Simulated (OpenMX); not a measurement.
# AlN (P6_3mc) in OpenMX: further runs, part 2 of 2

OpenMX 3.8.5. The steps go on from the part before.

**3. Single point, LDA, 10.45 Å³/atom**

AlN.dat

```
System.CurrrentDirectory             ./
System.Name                          AlN
DATA.PATH                            ./DFT_DATA13
level.of.stdout                      1
level.of.fileout                     0
Species.Number                       2
<Definition.of.Atomic.Species
  Al  Al7.0-s2p2d1           Al_CA13
  N   N6.0-s2p2d1            N_CA13
Definition.of.Atomic.Species>

Atoms.Number                         4
Atoms.SpeciesAndCoordinates.Unit     FRAC
<Atoms.SpeciesAndCoordinates
    1  Al    0.6666666667    0.3333333333    0.5000000000   1.500  1.500
    2  Al    0.3333333333    0.6666666667    0.0000000000   1.500  1.500
    3  N     0.6666666667    0.3333333333    0.8800000000   2.500  2.500
    4  N     0.3333333333    0.6666666667    0.3800000000   2.500  2.500
Atoms.SpeciesAndCoordinates>

Atoms.UnitVectors.Unit               Ang
<Atoms.UnitVectors
     3.1130000000    0.0000000000    0.0000000000
    -1.5565000000    2.6959370820    0.0000000000
     0.0000000000    0.0000000000    4.9810000000
Atoms.UnitVectors>

scf.XcType                           LDA
scf.SpinPolarization                 off
scf.ElectronicTemperature            580.226
scf.energycutoff                     400.0
scf.maxIter                          100
scf.EigenvalueSolver                 band
scf.Kgrid                            11 11 7
scf.Mixing.Type                      rmm-diisk
scf.Init.Mixing.Weight               0.05
scf.Min.Mixing.Weight                0.001
scf.Max.Mixing.Weight                0.3
scf.Mixing.History                   25
scf.Mixing.StartPulay                8
scf.criterion                        1.0e-8
MD.Type                              nomd
```

Potentials or basis: OpenMX 2013 LDA set, Al7.0-s2p2d1, N6.0-s2p2d1, fixed grid of 32 × 32 × 60 points.

Command:

```bash
$ openmx AlN.dat -nt 1 > AlN.std
```

Wall time 2.5 min (1 thread of Arm Neoverse V1, shared host); peak memory 0.79 GiB.

The run converged. Its results:

* Free energy: -687.0785 eV
* Largest force: 0.063 eV/Å
* Band gap on the k mesh: 4.93 eV, direct
* Mulliken charges: Al +0.87; N -0.87 e

Caveat: Mulliken charges move with the basis; an odd mesh through Γ misses points on the zone boundary, where band edges often lie; the basis of atomic orbitals isn't converged, which shifts pressures, moduli and gaps.

**4. Single point, LDA, 10.24 Å³/atom (volume scaled by 0.98)**

Edit AlN.dat of step 3 so:

```diff
@@ -22,5 +22,5 @@
 <Atoms.UnitVectors
-     3.1130000000    0.0000000000    0.0000000000
-    -1.5565000000    2.6959370820    0.0000000000
-     0.0000000000    0.0000000000    4.9810000000
+     3.0921067530    0.0000000000    0.0000000000
+    -1.5460533765    2.6778429994    0.0000000000
+     0.0000000000    0.0000000000    4.9475694625
 Atoms.UnitVectors>
@@ -30,3 +30,2 @@
 scf.ElectronicTemperature            580.226
-scf.energycutoff                     400.0
 scf.maxIter                          100
@@ -42 +41,3 @@
 MD.Type                              nomd
+scf.Ngrid                            32 32 60
+scf.energycutoff                     400.0
```

Command:

```bash
$ openmx AlN.dat -nt 1 > AlN.std
```

Wall time 2.5 min (1 thread of Arm Neoverse V1, shared host); peak memory 0.8 GiB.

The run converged. Its results:

```yaml
Free_energy: -687.0946 eV
Largest_force: 0.078 eV/Å
Band_gap_on_the_k_mesh: 5.02 eV, indirect (least direct gap 5.14 eV)
Mulliken_charges: Al +0.88; N -0.88 e
```

Caveat: Mulliken charges move with the basis; an odd mesh through Γ misses points on the zone boundary, where band edges often lie; the basis of atomic orbitals isn't converged, which shifts pressures, moduli and gaps.

**5. Single point, LDA, 10.66 Å³/atom (volume scaled by 1.02)**

Edit AlN.dat of step 4 so:

```diff
@@ -22,5 +22,5 @@
 <Atoms.UnitVectors
-     3.0921067530    0.0000000000    0.0000000000
-    -1.5460533765    2.6778429994    0.0000000000
-     0.0000000000    0.0000000000    4.9475694625
+     3.1336164949    0.0000000000    0.0000000000
+    -1.5668082474    2.7137914903    0.0000000000
+     0.0000000000    0.0000000000    5.0139877163
 Atoms.UnitVectors>
```

Command:

```bash
$ openmx AlN.dat -nt 1 > AlN.std
```

Wall time 2.4 min (1 thread of Arm Neoverse V1, shared host); peak memory 0.77 GiB.

Results (log left out):

* Free energy: -687.0421 eV
* Largest force: 0.049 eV/Å
* Band gap on the k mesh: 4.73 eV, direct
* Mulliken charges: Al +0.86; N -0.86 e

Caveat: Mulliken charges move with the basis; an odd mesh through Γ misses points on the zone boundary, where band edges often lie; the basis of atomic orbitals isn't converged, which shifts pressures, moduli and gaps.

**6. Single point, LDA, 10.03 Å³/atom (volume scaled by 0.96)**

Edit AlN.dat of step 5 so:

```diff
@@ -22,5 +22,5 @@
 <Atoms.UnitVectors
-     3.1336164949    0.0000000000    0.0000000000
-    -1.5668082474    2.7137914903    0.0000000000
-     0.0000000000    0.0000000000    5.0139877163
+     3.0709272750    0.0000000000    0.0000000000
+    -1.5354636375    2.6595010333    0.0000000000
+     0.0000000000    0.0000000000    4.9136809369
 Atoms.UnitVectors>
```

Potentials or basis: OpenMX 2013 LDA set, Al7.0-s2p2d1, N6.0-s2p2d1, fixed grid of 32 × 32 × 60 points.

Command:

```bash
$ openmx AlN.dat -nt 1 > AlN.std
```

Run time: 2.5 min. Hardware: 1 thread of Arm Neoverse V1, shared host; peak memory 0.81 GiB.

It converged, with:

* Free energy: -687.0884 eV
* Largest force: 0.094 eV/Å
* Band gap on the k mesh: 5.04 eV, indirect (least direct gap 5.36 eV)
* Mulliken charges: Al +0.88; N -0.88 e

Caveat: Mulliken charges move with the basis; an odd mesh through Γ misses points on the zone boundary, where band edges often lie; the basis of atomic orbitals isn't converged, which shifts pressures, moduli and gaps.

**7. Single point, LDA, 10.87 Å³/atom (volume scaled by 1.04)**

Edit AlN.dat of step 6 so:

```diff
@@ -22,5 +22,5 @@
 <Atoms.UnitVectors
-     3.0709272750    0.0000000000    0.0000000000
-    -1.5354636375    2.6595010333    0.0000000000
-     0.0000000000    0.0000000000    4.9136809369
+     3.1539652241    0.0000000000    0.0000000000
+    -1.5769826120    2.7314140067    0.0000000000
+     0.0000000000    0.0000000000    5.0465469904
 Atoms.UnitVectors>
```

Command:

```bash
$ openmx AlN.dat -nt 1 > AlN.std
```

Wall time 2.3 min (1 thread of Arm Neoverse V1, shared host); peak memory 0.75 GiB.

It converged, with:

```
Free energy            : -686.9876 eV
Largest force          : 0.036 eV/Å
Band gap on the k mesh : 4.54 eV, direct
Mulliken charges       : Al +0.86; N -0.86 e
```

Caveat: Mulliken charges move with the basis; an odd mesh through Γ misses points on the zone boundary, where band edges often lie; the basis of atomic orbitals isn't converged, which shifts pressures, moduli and gaps.

**8. Single point, LDA, 9.82 Å³/atom (volume scaled by 0.94)**

Edit AlN.dat of step 7 so:

```diff
@@ -22,5 +22,5 @@
 <Atoms.UnitVectors
-     3.1539652241    0.0000000000    0.0000000000
-    -1.5769826120    2.7314140067    0.0000000000
-     0.0000000000    0.0000000000    5.0465469904
+     3.0494515564    0.0000000000    0.0000000000
+    -1.5247257782    2.6409025155    0.0000000000
+     0.0000000000    0.0000000000    4.8793184075
 Atoms.UnitVectors>
```

Command:

```bash
$ openmx AlN.dat -nt 1 > AlN.std
```

It took 2.5 min on 1 thread of Arm Neoverse V1, shared host; peak memory 0.83 GiB.

Results (log left out):

- Free energy: -687.0574 eV
- Largest force: 0.111 eV/Å
- Band gap on the k mesh: 5.04 eV, indirect (least direct gap 5.58 eV)
- Mulliken charges: Al +0.89; N -0.89 e

Caveat: Mulliken charges move with the basis; an odd mesh through Γ misses points on the zone boundary, where band edges often lie; the basis of atomic orbitals isn't converged, which shifts pressures, moduli and gaps.

**9. Single point, LDA, 11.08 Å³/atom (volume scaled by 1.06)**

Edit AlN.dat of step 8 so:

```diff
@@ -22,5 +22,5 @@
 <Atoms.UnitVectors
-     3.0494515564    0.0000000000    0.0000000000
-    -1.5247257782    2.6409025155    0.0000000000
-     0.0000000000    0.0000000000    4.8793184075
+     3.1740547162    0.0000000000    0.0000000000
+    -1.5870273581    2.7488120173    0.0000000000
+     0.0000000000    0.0000000000    5.0786914685
 Atoms.UnitVectors>
```

Potentials or basis: OpenMX 2013 LDA set, Al7.0-s2p2d1, N6.0-s2p2d1, fixed grid of 32 × 32 × 60 points.

Command:

```bash
$ openmx AlN.dat -nt 1 > AlN.std
```

Run time: 2.3 min. Hardware: 1 thread of Arm Neoverse V1, shared host; peak memory 0.74 GiB.

It converged, with:

```
Free energy            : -686.9167 eV
Largest force          : 0.024 eV/Å
Band gap on the k mesh : 4.35 eV, direct
Mulliken charges       : Al +0.85; N -0.85 e
```

Caveat: Mulliken charges move with the basis; an odd mesh through Γ misses points on the zone boundary, where band edges often lie; the basis of atomic orbitals isn't converged, which shifts pressures, moduli and gaps.

**10. Equation of state, LDA**

This step only gathers the single runs of the series.

It converged, with:

```yaml
Equilibrium_volume: 10.19 Å³/atom
Bulk_modulus_at_fixed_shape_and_positions: 214 GPa
Pressure_derivative_of_the_bulk_modulus: 4.1
```

Energy against volume, from the lowest point:
```csv
volume (Å³/atom),energy (meV/atom)
9.824,9.29
10.033,1.54
10.242,0.00
10.451,4.03
10.660,13.12
10.869,26.75
11.078,44.47
```

Caveat: volumes in these bases differ from converged ones by about 1 %, for some elements by several; the cell was scaled at fixed shape and fractional positions, which overstates the stiffness of a crystal with free parameters, most of all of layers and chains; the basis of atomic orbitals isn't converged, which shifts pressures, moduli and gaps.

**11. How close it comes**

Step 2. Against the measured gap of AlN, 6.034 eV (an exciton energy, a little under the gap; 10 K; quoted in “Self-assembly of well-separated AlN nanowires directly on sputtered metallic TiN films”, 2019, arxiv:1910.07391), the calculated 4.89 eV is off by -1.15 eV. 2 values of this kind are on record (6.034 to 6.0343 eV); this one was drawn at random. The value is that of LDA in an atomic basis (OpenMX 2013 LDA set, Al7.0-s2p2d1, N6.0-s2p2d1, grid cutoff 400 Ry), whose error adds to the functional's,, without temperature or zero-point motion. Semilocal functionals fall short of measured gaps as a rule.
